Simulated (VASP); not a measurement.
# KI (Fm-3m) in VASP: further runs

KI is run at these levels: PBEsol, r2SCAN; tasks: single point.

All numbers are computed with VASP 6.6.1; they aren't measurements. Logs are shortened: lines on timing, memory, paths and dates and some standing lists are left out, and cuts for length are marked.

**What was measured.**

From a printed reference work, monograph, for a bulk crystal of KI: band gap 6.32 eV.

The runs below are set against these values where they give the same quantity.

## 1. The cell of the first run

Symmetry: Fm-3m, No. 225, cubic system. The conventional cell has a = 7.089 Å, b = 7.089 Å, c = 7.089 Å, α = 90.00°, β = 90.00°, γ = 90.00°. Within 4.7 Å of K (site symmetry m-3m) lie 6 I at 3.54 Å. I (site symmetry m-3m) has 6 K at 3.54 Å within 4.7 Å.

## 2. Single point, PBEsol

Input file INCAR:

```
ALGO = Normal ; EDIFF = 1E-6
ENCUT = 520 ; GGA = PS
ISIF = 2 ; ISMEAR = 0
LASPH = True ; LCHARG = False
LREAL = False ; LWAVE = False
NBANDS = 15 ; NELM = 80
PREC = Accurate ; SIGMA = 0.01
```

Input file KPOINTS:

```
k-points
0
Gamma
  4 4 4
```

Input file POSCAR:

```
KI
1.0
    0.0000000000      3.5445661401      3.5445661401
    3.5445661401      0.0000000000      3.5445661401
    3.5445661401      3.5445661401      0.0000000000
K I
1 1
Direct
    0.0000000000      0.0000000000      0.0000000000
    0.5000000000      0.5000000000      0.5000000000
```

Potentials or basis: VASP PAW PBE potentials, release 64 (K_sv, I).

Run with:

```sh
$ cat potpaw_PBE.64/K_sv/POTCAR potpaw_PBE.64/I/POTCAR > POTCAR
$ mpirun -np 1 vasp_std > vasp.out
```

OUTCAR:

```text
EDIFF = 1E-6
   ENCUT = 520
   GGA = PS
   ISIF = 2
   ISMEAR = 0
   LASPH = True
   LREAL = False
   NELM = 80
   PREC = Accurate

 ion  position               nearest neighbor table
   1  0.000  0.000  0.000-   2 3.54   2 3.54   2 3.54   2 3.54   2 3.54   2 3.54
   2  0.500  0.500  0.500-   1 3.54   1 3.54   1 3.54   1 3.54   1 3.54   1 3.54

  LATTYP: Found a face centered cubic cell.
 ALAT       =     7.0891322802

  Lattice vectors:

 A1 = (   0.0000000000,   3.5445661401,   3.5445661401)
 A2 = (   3.5445661401,   0.0000000000,   3.5445661401)
 A3 = (   3.5445661401,   3.5445661401,   0.0000000000)

Analysis of symmetry for initial positions (statically):
=====================================================================
 Subroutine PRICEL returns:
 Original cell was already a primitive cell.

 Routine SETGRP: Setting up the symmetry group for a
 face centered cubic supercell.

 Subroutine GETGRP returns: Found 48 space group operations
 (whereof 48 operations were pure point group operations)
 out of a pool of 48 trial point group operations.

The static configuration has the point symmetry O_h .

Analysis of symmetry for dynamics (positions and initial velocities):
=====================================================================
 Subroutine PRICEL returns:
 Original cell was already a primitive cell.

 Routine SETGRP: Setting up the symmetry group for a
 face centered cubic supercell.

 Subroutine GETGRP returns: Found 48 space group operations
 (whereof 48 operations were pure point group operations)
 out of a pool of 48 trial point group operations.

The dynamic configuration has the point symmetry O_h .

 Subroutine INISYM returns: Found 48 space group operations
 (whereof 48 operations are pure point group operations),
 and found     1 'primitive' translations

----------------------------------------------------------------------------------------

                                     Primitive cell

  volume of cell :      89.0675

  direct lattice vectors                    reciprocal lattice vectors
     0.000000000  3.544566140  3.544566140    -0.141060988  0.141060988  0.141060988
     3.544566140  0.000000000  3.544566140     0.141060988 -0.141060988  0.141060988
     3.544566140  3.544566140  0.000000000     0.141060988  0.141060988 -0.141060988

  length of vectors
     5.012773508  5.012773508  5.012773508     0.244324797  0.244324797  0.244324797

  position of ions in fractional coordinates (direct lattice)
     0.000000000  0.000000000  0.000000000
     0.500000000  0.500000000  0.500000000

  ion indices of the primitive-cell ions
   primitive index   ion index
                 1           1
                 2           2

----------------------------------------------------------------------------------------

 KPOINTS: k-points

Automatic generation of k-mesh.
 Grid dimensions read from file:
 generate k-points for:    4    4    4

 Generating k-lattice:

  Cartesian coordinates                     Fractional coordinates (reciprocal lattice)
    -0.035265247  0.035265247  0.035265247     0.250000000  0.000000000  0.000000000
     0.035265247 -0.035265247  0.035265247     0.000000000  0.250000000  0.000000000
     0.035265247  0.035265247 -0.035265247     0.000000000  0.000000000  0.250000000

  Length of vectors
     0.061081199  0.061081199  0.061081199

  Shift w.r.t. Gamma in fractional coordinates (k-lattice)
     0.000000000  0.000000000  0.000000000

 Subroutine IBZKPT returns following result:
 ===========================================

 Found      8 irreducible k-points:

 Following reciprocal coordinates:
            Coordinates               Weight
  0.000000  0.000000  0.000000      1.000000
  0.250000  0.000000  0.000000      8.000000
  0.500000  0.000000  0.000000      4.000000
  0.250000  0.250000  0.000000      6.000000
  0.500000  0.250000  0.000000     24.000000
 -0.250000  0.250000  0.000000     12.000000
  0.500000  0.500000  0.000000      3.000000
 -0.250000  0.500000  0.250000      6.000000
   k-points           NKPTS =      8   k-points in BZ     NKDIM =      8   number of bands    NBANDS=     15
   number of dos      NEDOS =    301   number of ions     NIONS =      2
   total plane-waves  NPLWV =  64000
   dimension x,y,z NGX =    40 NGY =   40 NGZ =   40
   dimension x,y,z NGXF=    80 NGYF=   80 NGZF=   80
   ions per type =               1   1
   NGX,Y,Z   is equivalent  to a cutoff of  13.27, 13.27, 13.27 a.u.
   NGXF,Y,Z  is equivalent  to a cutoff of  26.53, 26.53, 26.53 a.u.
 SYSTEM =  unknown system
   PREC   = accura    normal or accurate (medium, high low for compatibility)
   ISTART =      0    job   : 0-new  1-cont  2-samecut
   ICHARG =      2    charge: 1-file 2-atom 10-const
   ISPIN  =      1    spin polarized calculation?
   LNONCOLLINEAR =      F non collinear calculations
   LSORBIT =      F    spin-orbit coupling
   LASPH  =      T    aspherical Exc in radial PAW
   ENCUT  =  520.0 eV  38.22 Ry    6.18 a.u.   9.32  9.32  9.32*2*pi/ulx,y,z
   NELM   =     80;   NELMIN=  2; NELMDL= -5     # of ELM steps
   EDIFF  = 0.1E-05   stopping-criterion for ELM
   LREAL  =      F    real-space projection
   EDIFFG = 0.1E-04   stopping-criterion for IOM
   NSW    =      0    number of steps for IOM
   IBRION =     -1    ionic relax: 0-MD 1-quasi-New 2-CG
   NFREE  =      0    steps in history (QN), initial steepest desc. (CG)
   ISIF   =      2    stress and relaxation
   ISYM   =      2    0-nonsym 1-usesym 2-fastsym
   POTIM  = 0.5000    time-step for ionic-motion
   TEBEG  =    0.0;   TEEND  =   0.0 temperature during run
   PSTRESS=    0.0 pullay stress
   NELECT =      16.0000    total number of electrons
   NUPDOWN=      -1.0000    fix difference up-down
   EMIN   =  10.00;   EMAX   =-10.00  energy-range for DOS
   EFERMI =   0.00;   METHOD = LEGACY
   ISMEAR =     0;   SIGMA  =   0.01  broadening in eV -4-tet -1-fermi 0-gaus
   EFERMI_NEDOS =   21; number of points for ismear=-14 and -15
   IALGO  =     38    algorithm
   IMIX   =      4    mixing-type and parameters
     AMIX     =   0.40;   BMIX     =  1.00
     AMIX_MAG =   1.60;   BMIX_MAG =  1.00
  volume/ion in A,a.u.               =      44.53       300.53
  Fermi-wavevector in a.u.,A,eV,Ry     =   0.923723  1.745583 11.609363  0.853264
  Thomas-Fermi vector in A             =   2.049391
   LORBIT       =      0    0 simple, 1 ext, 2 COOP (PROOUT), +10 PAW based schemes
   GGA     = PS    functional components
   LHFCALC =     F    Hartree Fock is set to
   AEXX    =    0.0000 exact exchange contribution
   IVDW    =     0    specifies the selected vdW correction
   LEPSILON=     F    determine dielectric tensor
   LRPA    =     F    only Hartree local field effects (RPA)
 non-spin polarized calculation
 Gauss-broadening in eV      SIGMA  =   0.01
  energy-cutoff  :      520.00
  volume of cell :       89.07
 maximum number of plane-waves:      2421
 NGX is ok and might be reduce to    40
   NGX = 19   NGY = 19   NGZ = 19

 number of electron      15.9999999 magnetization

 Free energy of the ion-electron system (eV)
  ---------------------------------------------------
  ext. energy  EPLUGINS =         0.00000000
  ---------------------------------------------------
  free energy    TOTEN  =        -5.81204898 eV

  energy without entropy =       -5.81204898  energy(sigma->0) =       -5.81204898

 E-fermi :  -0.5122     XC(G=0):  -7.3012

 val. band max:       -0.5581051158   @ k =   0.0000   0.0000   0.0000
 cond. band min:       3.2336314615   @ k =   0.0000   0.0000   0.0000
 fundamental gap:      3.7917365773
 Fermi energy:        -0.5121562603

 k-point     1 :       0.0000    0.0000    0.0000
  band No.  band energies     occupation
      1     -28.9044      2.00000
      2     -12.4553      2.00000
      3     -12.4553      2.00000
      4     -12.4553      2.00000
      5     -11.0800      2.00000
      6      -0.5581      2.00000
      7      -0.5581      2.00000
      8      -0.5581      2.00000
      9       3.2336      0.00000
     10       5.8742      0.00000
     11       5.8742      0.00000
     12       5.8742      0.00000
     13       6.6073      0.00000
     14       6.6073      0.00000
     15       9.0344      0.00000

 k-point     2 :       0.2500    0.0000    0.0000
  band No.  band energies     occupation
      1     -28.9034      2.00000
      2     -12.5369      2.00000
      3     -12.4565      2.00000
      4     -12.4565      2.00000
      5     -10.9359      2.00000
      6      -1.3253      2.00000
      7      -0.7334      2.00000
      8      -0.7334      2.00000
      9       4.3388      0.00000
     10       5.9082      0.00000
     11       6.4805      0.00000
     12       6.4805      0.00000
     13       7.2932      0.00000
     14       7.2932      0.00000
     15       9.6458      0.00000

 k-point     3 :       0.5000    0.0000    0.0000
  band No.  band energies     occupation
      1     -28.9024      2.00000
      2     -12.6070      2.00000
      3     -12.4577      2.00000
      4     -12.4577      2.00000
      5     -10.8009      2.00000
      6      -1.8848      2.00000
      7      -0.8923      2.00000
      8      -0.8923      2.00000
      9       4.8156      0.00000
     10       7.0210      0.00000
     11       7.4870      0.00000
     12       7.4870      0.00000
     13       8.0899      0.00000
     14       8.0899      0.00000
     15       8.6451      0.00000
[... 55 lines left out ...]
 k-point     7 :       0.5000    0.5000    0.0000
  band No.  band energies     occupation
      1     -28.9017      2.00000
      2     -12.5006      2.00000
      3     -12.4736      2.00000
      4     -12.4736      2.00000
      5     -10.9395      2.00000
      6      -1.5625      2.00000
      7      -0.9260      2.00000
      8      -0.9260      2.00000
      9       4.2844      0.00000
     10       5.0930      0.00000
     11       7.5030      0.00000
     12       8.0436      0.00000
     13       8.0841      0.00000
     14       9.0305      0.00000
     15       9.0305      0.00000

 k-point     8 :      -0.2500    0.5000    0.2500
  band No.  band energies     occupation
      1     -28.9017      2.00000
      2     -12.5078      2.00000
      3     -12.4870      2.00000
      4     -12.4870      2.00000
      5     -10.8795      2.00000
      6      -1.2905      2.00000
      7      -1.2905      2.00000
      8      -1.1582      2.00000
      9       5.8008      0.00000
     10       5.8008      0.00000
     11       5.9796      0.00000
     12       7.4990      0.00000
     13       8.1979      0.00000
     14       9.0633      0.00000
     15       9.4002      0.00000

------------------------ aborting loop because EDIFF is reached ----------------------------------------

  FORCE on cell =-STRESS in cart. coord.  units (eV):
  Direction    XX          YY          ZZ          XY          YZ          ZX
  --------------------------------------------------------------------------------------
  -------------------------------------------------------------------------------------
  Total       -0.1948242     -0.1948242     -0.1948242      0.0000000     -0.0000000     -0.0000000
  in kB       -3.5045655     -3.5045655     -3.5045655      0.0000000     -0.0000000     -0.0000000
  external PRESSURE =      -3.5045655 kB  Pullay stress =       0.0000000 kB

 VOLUME and BASIS-vectors are now :
 -----------------------------------------------------------------------------
  energy-cutoff  :      520.00
  volume of cell :       89.07
      direct lattice vectors                 reciprocal lattice vectors
     0.000000000  3.544566140  3.544566140    -0.141060988  0.141060988  0.141060988
     3.544566140  0.000000000  3.544566140     0.141060988 -0.141060988  0.141060988
     3.544566140  3.544566140  0.000000000     0.141060988  0.141060988 -0.141060988

 POSITION                                       TOTAL-FORCE (eV/Angst)
 -----------------------------------------------------------------------------------
      0.00000      0.00000      0.00000        -0.000000      0.000000      0.000000
      3.54457      3.54457      3.54457         0.000000     -0.000000     -0.000000
 -----------------------------------------------------------------------------------
    total drift:                                0.000000     -0.000000     -0.000000

  FREE ENERGIE OF THE ION-ELECTRON SYSTEM (eV)
  ---------------------------------------------------
  free  energy   TOTEN  =        -5.8120489790 eV

  energy  without entropy=       -5.8120489790  energy(sigma->0) =       -5.81204898
```

Run time: 35 s. Hardware: 1 thread of Intel Xeon 8259CL, shared host; peak memory 0.23 GiB.

What came out:

- Free energy: -5.8120 eV
- Pressure: -0.4 GPa
- Band gap on the k mesh: 3.79 eV

Caveat: the PAW data sets were made with another functional, which shifts forces and pressure a little; spin-orbit coupling is left out, which moves the levels of the heavy elements.

## 3. Single point, r2SCAN

POSCAR is that of step 2.

Input file INCAR.step1:

```
SYSTEM = KI
  PREC = Accurate
  ENCUT = 520
  ISMEAR = 0
  SIGMA = 0.01
  LREAL = .FALSE.
  LASPH = .TRUE.
  NELM = 60
  NBANDS = 15
  GGA = PE
  ALGO = Normal
  EDIFF = 1E-4
  LWAVE = .TRUE.
  LCHARG = .FALSE.
```

Input file INCAR.step2:

```
SYSTEM = KI
  PREC = Accurate
  ENCUT = 520
  EDIFF = 1E-6
  ISMEAR = 0
  SIGMA = 0.01
  LREAL = .FALSE.
  LASPH = .TRUE.
  NELM = 60
  ALGO = Normal
  ISIF = 2
  LWAVE = .FALSE.
  LCHARG = .FALSE.
  METAGGA = R2SCAN
  LMIXTAU = .TRUE.
  NBANDS = 15
  ISTART = 1
```

Input file KPOINTS:

```
Automatic mesh
0
G
  4 4 4
  0 0 0
```

Potentials or basis: VASP PAW PBE potentials, release 64 (K_sv, I).

Run with:

```sh
$ cat potpaw_PBE.64/K_sv/POTCAR potpaw_PBE.64/I/POTCAR > POTCAR
$ cp INCAR.step1 INCAR
$ mpirun -np 1 vasp_std > vasp.out
$ cp INCAR.step2 INCAR
$ mpirun -np 1 vasp_std > vasp.out
```

Run time: 2.4 min. Hardware: 1 thread of Intel Xeon 8259CL, shared host; peak memory 0.26 GiB.

The run converged. Its results:

| Property | Result |
| --- | --- |
| Free energy | -33.9837 eV |
| Pressure | 0.0 GPa |
| Band gap on the k mesh | 4.58 eV |

Levels at points of the mesh, in eV from the valence-band top:
| k point | band 5 | band 6 | band 7 | band 8 | band 9 | band 10 | band 11 | band 12 |
| --- | --- | --- | --- | --- | --- | --- | --- | --- |
| (0.00, 0.00, 0.00) | -10.80 | 0.00 | 0.00 | 0.00 | 4.58 | 7.05 | 7.05 | 7.05 |
| (0.50, 0.00, 0.00) | -10.52 | -1.30 | -0.33 | -0.33 | 6.01 | 8.31 | 8.75 | 8.75 |
| (0.50, 0.50, 0.00) | -10.65 | -1.00 | -0.37 | -0.37 | 5.39 | 6.47 | 8.82 | 9.39 |

Caveat: the PAW data sets were made with another functional, which shifts forces and pressure a little; spin-orbit coupling is left out, which moves the levels of the heavy elements.

## 4. Comparison with measurements

Step 2. A measured gap of KI is 6.32 eV (a printed reference work, monograph); the calculated 3.79 eV misses it by -2.53 eV. Spin-orbit coupling on I is left out. The value is that of PBEsol, without temperature or zero-point motion. Semilocal functionals fall short of measured gaps as a rule.

Step 3. Measured gap of KI: 6.32 eV (a printed reference work, monograph). This calculation gives 4.58 eV (-1.74 eV). Spin-orbit coupling on I is left out. The value is that of r2SCAN, without temperature or zero-point motion.
